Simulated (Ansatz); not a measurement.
# O in Ansatz: convergence with k mesh

Input of the first run (k mesh 2 × 2 × 1); the others differ in this setting and in those tied to it:

Contents of input.yaml:

```yaml
crystal:
  lattice:
    - [2.8514028533, -1.66241594, 0.0]
    - [2.8514028533, 1.66241594, 0.0]
    - [-2.3944914034, 0.0, 3.6470501824]
  atoms:
    - { symbol: O, position: [0.97454617, 0.97454617, 0.84442598] }
    - { symbol: O, position: [0.02545383, 0.02545383, 0.15557402] }
kpoints:
  mp_grid: { grid: [2, 2, 1] }
scf:
  occupations: { method: fermi_dirac, width: 0.05 }
hamiltonian:
  xc: pbe
  pseudopotentials: { kind: all_electron, lapw: { basis_error: 0.001 } }
output:
  forces: true
  stress: true
  eigenvalues: true
```

Potentials or basis: all-electron LAPW, scalar-relativistic.

The run is started by

```console
$ ansatz run input.yaml --threads 1 --pin off --max-ram 3072MiB --backend cpu --events-out ev --progress --plain --runs-dir out
```

Hardware: 1 thread of Intel(R) Xeon(R) Processor @ 2.50GHz (Skylake/Cascade Lake) (shared host).

| k mesh | energy less the tightest run, at zero smearing (meV/atom) | pressure (GPa) | largest force (eV/Å) | SCF cycles | CPU time (s) | peak memory (GiB) |
| --- | --- | --- | --- | --- | --- | --- |
| 2 × 2 × 1 | -88.12 | -2.84 | 0.724 | 9 | 6.5 | 0.3 |
| 4 × 4 × 2 | 8.44 | -1.88 | 0.335 | 10 | 17 | 0.39 |
| 5 × 5 × 4 | 1.88 | -2.06 | 0.349 | 9 | 32 | 0.55 |
| 6 × 6 × 5 | -0.37 | -2.12 | 0.349 | 9 | 52 | 0.74 |
| 8 × 8 × 6 | 0.02 | -2.11 | 0.348 | 9 | 88 | 1.2 |
| 10 × 10 × 7 | 0.00 | -2.11 | 0.348 | 9 | 180 | 1.9 |

Against the tightest run, the energy stays within 1 meV/atom from 6 × 6 × 5 on; the pressure stays within 0.1 GPa from 5 × 5 × 4 on; the largest force stays within 0.005 eV/Å from 5 × 5 × 4 on. Meshes of other sizes hit other points, so gaps and Fermi surfaces needn't settle smoothly. The tightest run that finished is the yardstick and may itself not be fully converged.

Caveat, for the tightest run too: spin is off for a triplet molecule.
